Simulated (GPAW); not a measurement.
# Nb (P-1) in GPAW: electrostatic potential with RPBE+U

Aim: the electrostatic potential of Nb with RPBE+U.

Everything below comes from runs of GPAW 26.7.0. Logs are shortened: lines on timing, memory, paths and dates and some standing lists are left out, and cuts for length are marked. The log counts tension as positive stress, the text compression.

**1. The cell of the first run**

The typed cell holds 1 atom: a = 2.866 Å, b = 2.917 Å, c = 2.895 Å, α = 108.17°, β = 111.20°, γ = 109.88°.

**2. Electrostatic potential, RPBE+U (cell strained at random at fixed volume)**

The input, run.py:

```python
from ase import Atoms
from ase.dft.bandgap import bandgap
from ase.io import write
from ase.units import Bohr, GPa
from gpaw import GPAW, PW
from gpaw.elf import elf_from_dft_calculation

atoms = Atoms(['Nb'],
              cell=[[-1.709539, 1.614529, 1.63879],
                    [1.714149, -1.654402, 1.683273],
                    [1.695229, 1.640092, -1.678663]],
              scaled_positions=[[0.001621, -0.00554, -0.000597]],
              pbc=True)

calc = GPAW(mode=PW(600),
            xc='RPBE',
            kpts={'size': (11, 11, 11), 'gamma': True},
            occupations={'name': 'methfessel-paxton', 'order': 0, 'width': 0.01},
            setups={'Nb': ':d,5.3'},
            nbands=15,
            convergence={'density': 1e-05, 'energy': 1e-05},
            maxiter=150,
            txt='gpaw.txt')
atoms.calc = calc
energy = atoms.get_potential_energy()
forces = atoms.get_forces()
stress = atoms.get_stress()
calc.write('gs.gpw')
write('result.traj', atoms)
print(f'Energy: {energy:.6f} eV')
print('Forces (eV/A):')
print(forces.round(4))
print('Stress (GPa):', (stress / GPa).round(3))
print('Fermi level:', round(calc.get_fermi_level(), 4), 'eV')
print(f'Gap: {bandgap(calc)[0]:.4f} eV, direct: {bandgap(calc, direct=True)[0]:.4f} eV')

# fields on the real-space grid
write('density.cube', atoms, data=calc.get_pseudo_density() * Bohr**3)
write('potential.cube', atoms, data=calc.get_electrostatic_potential())
write('elf.cube', atoms, data=elf_from_dft_calculation(calc).data)
```

Potentials or basis: the program's PAW data sets (release 1.2.1) made for this functional, pw.

On the command line:

```bash
OMP_NUM_THREADS=1 python run.py
```

gpaw.txt:

```text
__  _  _
 | _ |_)|_||  |
 |__||  | ||/\| - 26.7.0

Input parameters:
  mode=PW(ecut=600.0),
  convergence={'density': 1e-05, 'energy': 1e-05},
  kpts=MonkhorstPack(size=(11, 11, 11), gamma=True),
  maxiter=150,
  nbands=15,
  occupations=Occupations(name='methfessel-paxton', order=0, width=0.01),
  setups={'Nb': ':d,5.3'},
  xc=XC(name='RPBE')

Diagonalizing LCAO Hamiltonian
Converting LCAO to pw mode

       Nb

Atoms  # Å, Bohr magnetons
|   | symbol |         x |        y |         z |    initial magnetic moments |
|---|--------|-----------|----------|-----------|-----------------------------|
| 0 |     Nb | -0.013280 | 0.010803 | -0.005667 | ( 0.0000,  0.0000,  0.0000) |

Unit cell  # Å
| periodic |         x |         y |         z |  lengths |     angles |
|----------|-----------|-----------|-----------|----------|------------|
|      yes | -1.709539 |  1.614529 |  1.638790 | 2.866158 | 108.167811 |
|      yes |  1.714149 | -1.654402 |  1.683273 | 2.916978 | 111.202707 |
|      yes |  1.695229 |  1.640092 | -1.678663 | 2.895101 | 109.879622 |

Number of symmetries: 1
Symmetry operations  # r_c * U_cc + t_c -> r_c
|   | kind |            matrix            |
|---|------|------------------------------|
| 0 |  E   |  1, 0, 0,  0, 1, 0,  0, 0, 1 |

BZ-sampling:
  Number of BZ points: 1331
  Number of IBZ points: 666

  Monkhorst-Pack size: [11, 11, 11]
  Monkhorst-Pack shift: [0, 0, 0]

K-points  # in reciprocal-cell coordinates
|     |                                coordinates |     weight |
|-----|--------------------------------------------|------------|
|   0 | (  0.00000000,   0.00000000,   0.00000000) | 0.00075131 |
|   1 | (  0.00000000,   0.00000000,   0.09090909) | 0.00150263 |
|   2 | (  0.00000000,   0.00000000,   0.18181818) | 0.00150263 |
|   3 | (  0.00000000,   0.00000000,   0.27272727) | 0.00150263 |
|   4 | (  0.00000000,   0.00000000,   0.36363636) | 0.00150263 |
|   5 | (  0.00000000,   0.00000000,   0.45454545) | 0.00150263 |
|   6 | (  0.00000000,   0.09090909,  -0.45454545) | 0.00150263 |
|   7 | (  0.00000000,   0.09090909,  -0.36363636) | 0.00150263 |
|   8 | (  0.00000000,   0.09090909,  -0.27272727) | 0.00150263 |
|   9 | (  0.00000000,   0.09090909,  -0.18181818) | 0.00150263 |
| ... |                                            |            |
| 665 | (  0.45454545,   0.45454545,   0.45454545) | 0.00150263 |

Plane wave coefficients: 631
Cutoff: 600.0 eV

Spin-components: 1 (collinear spins)
Bands:           15
Projectors:      6
Spin-degeneracy: 2
Datatype:        complex128

Parallelization:
  kpt:    1
  domain: 1
  band:   1

Density:
  Valence electrons: 13.0
  Components: 1
  Grid points: [18 18 18]
  Charge: 0.0  # |e|

Potential:
  Grid points: [18 18 18]

species:
  Nb:
    name:    Niobium
    Z:       41.0
    valence: 13
    core:    28
    charge:  0.0  # [|e|]
    Hubbard: {U: 5.3,  # eV
              l: 2,
              scale: True}
    compensation charges:
      type: gauss
      rc: 0.40  # [Å]
      lmax: 2
    cutoffs:
      filter: 2.35  # [Å]
      core: 1.51  # [Å]
    projectors
    | kind |    occ | energy [eV] | rcut [Å] |
    |------|--------|-------------|----------|
    |   4s |  2.000 |     -58.319 |    1.323 |
    |   5s |  1.000 |      -3.888 |    1.323 |
    |   4p |  6.000 |     -34.497 |    1.323 |
    |   5p |  0.000 |      -1.100 |    1.323 |
    |   4d |  4.000 |      -2.990 |    1.244 |
    |    d |        |      24.222 |    1.244 |

    Using partial waves for Nb as LCAO basis

Reference energy: -103913.561136  # eV

eigensolver:
  PPCG
  Converge bands: occupied
  niter=2

density mixing:
  MSR1-Mixer
  Pratt-step length: 0.05
  Maximum mixing coefficient: 0.75
  Old densities: 10
  SVD Regularization: 0.005
  Good broyden scale: 1.0
  Trust region scale: 1.0
  Backstep threshold: 4.0
  History deletion threshold: 6.0
  Fourier metric: weight=20.0, sigma=0.015

occupation numbers:
  Methfessel-Paxton:
    width: 0.0100  # eV
    order: 0

poisson solver:
  ecut: 4800.0  # eV

xc functional:
  name: RPBE with 2 nearest neighbor stencil

convergence criteria:
- Maximum integral of absolute [dens]ity change: 1e-05 electrons / valence electron
- Maximum [total energy] change in last 3 cyles: 1e-05 eV / valence electron
- Maximum integral of absolute [eigenst]ate change: 4e-08 eV^2 / valence electron
maximum number of iterations: 150

SCF iterations
|iter     | |      energy | eigst |  dens |
|---------|-|-------------|-------|-------|
|iter:   1| |   -4.489864 | +0.05 |       |
|iter:   2| |   -4.379859 | -2.59 | -0.95 |
|iter:   3| |   -3.845430 | -1.49 | -0.98 |
|iter:   4| |   -3.879305 | -2.79 | -1.67 |
|iter:   5| |   -3.923503 | -3.41 | -1.99 |
|iter:   6| |   -3.952701 | -3.52 | -2.25 |
|iter:   7| |   -3.970051 | -3.38 | -2.47 |
|iter:   8| |   -3.975790 | -4.02 | -2.65 |
|iter:   9| |   -3.980916 | -3.76 | -2.82 |
|iter:  10| |   -3.983591 | -4.16 | -2.90 |
|iter:  11| |   -3.984789 | -4.20 | -2.91 |
|iter:  12| |   -3.985615 | -5.05 | -2.99 |
|iter:  13| |   -3.986900 | -4.53 | -3.09 |
|iter:  14| |   -3.987473 | -4.56 | -3.21 |
|iter:  15| |   -3.987236 | -4.56 | -3.26 |
|iter:  16| |   -3.987660 | -4.55 | -3.35 |
|iter:  17| |   -3.987886 | -5.15 | -3.34 |
|iter:  18| |   -3.987971 | -4.83 | -3.54 |
|iter:  19| |   -3.988031 | -5.92 | -3.40 |
|iter:  20| |   -3.988037c| -6.18 | -3.52 |
|iter:  21| |   -3.988013c| -6.02 | -3.63 |
|iter:  22| |   -3.988022c| -7.09 | -3.48 |
|iter:  23| |   -3.988046c| -6.23 | -3.51 |
|iter:  24| |   -3.988066c| -6.28 | -3.91 |
|iter:  25| |   -3.988084c| -6.27 | -3.82 |
|iter:  26| |   -3.988110c| -6.27 | -3.76 |
|iter:  27| |   -3.988126c| -4.91 | -3.99 |
|iter:  28| |   -3.988148c| -5.21 | -3.65 |
|iter:  29| |   -3.988135c| -6.24 | -3.98 |
|iter:  30| |   -3.988172c| -5.94 | -3.89 |
|iter:  31| |   -3.988177c| -5.93 | -4.12 |
|iter:  32| |   -3.988180c| -6.71 | -4.24 |
|iter:  33| |   -3.988180c| -8.02c| -4.64 |
|iter:  34| |   -3.988180c| -7.50c| -4.75 |
|iter:  35| |   -3.988181c| -8.33c| -4.97 |
|iter:  36| |   -3.988181c| -8.22c| -5.22c|

Converged in 36 steps
Energy contributions relative to reference atoms: (reference = -103913.561136)

Energy contributions:
  Kinetic:           0.012244
  Coulomb:          -4.491267
  Zero:             -0.016772
  External:          0.000000
  Xc:                0.507632
  Entropy:          -0.000035
  Spinorbit:         0.000000
  ----------------------------
  Free energy:      -3.988199
  Extrapolated:     -3.988181

dipole moment: (18.623682, -5.862290, -6.043848)  # |e|*Ang

Fermi level: 11.596
Eigenvalues  # (at kpt = [0.000, 0.000, 0.000])
| band index |      eig [eV] | occ [0-2] |
|------------|---------------|-----------|
|          0 |       -43.530 |     2.000 |
|          1 |       -19.173 |     2.000 |
|          2 |       -18.786 |     2.000 |
|          3 |       -18.765 |     2.000 |
|          4 |         5.252 |     2.000 |
|          5 |        10.142 |     2.000 |
|          6 |        12.401 |     0.000 |
|          7 |        12.809 |     0.000 |
|          8 |        15.606 |     0.000 |
|          9 |        16.608 |     0.000 |
|         10 |        25.043 |     0.000 |
|         11 |        25.378 |     0.000 |
|         12 |        26.057 |     0.000 |
|         13 |        35.707 |     0.000 |
|         14 |        36.521 |     0.000 |

No gap
No difference between direct/indirect transitions

Forces  # eV/Ang
|       x |        y |        z |
|---------|----------|----------|
| 0.00000 | -0.00000 | -0.00000 |  # Nb   0

Stress tensor  # eV/Ang^3
|         x |         y |         z |
|-----------|-----------|-----------|
| -0.095087 |  0.009811 | -0.007137 |
|  0.009811 | -0.070139 |  0.033162 |
| -0.007137 |  0.033162 | -0.119400 |

# Writing to gs.gpw (mode='')
```

Run time: 9.2 min. Hardware: 1 thread of Arm Neoverse V1, shared host; peak memory 0.29 GiB.

What came out:

```
Free energy            : -3.9882 eV
Pressure               : 15.2 GPa
Band gap on the k mesh : none (metal or under the smearing width)
```

Levels at points of the mesh, in eV from the Fermi level:
```tsv
k point	band 5	band 6	band 7	band 8	band 9	band 10
(0.00, 0.00, 0.00)	-6.34	-1.45	0.80	1.21	4.01	5.01
```

Caveat: U without spin polarisation on a metal has little footing; the U is typed as a test and isn't derived for this compound.
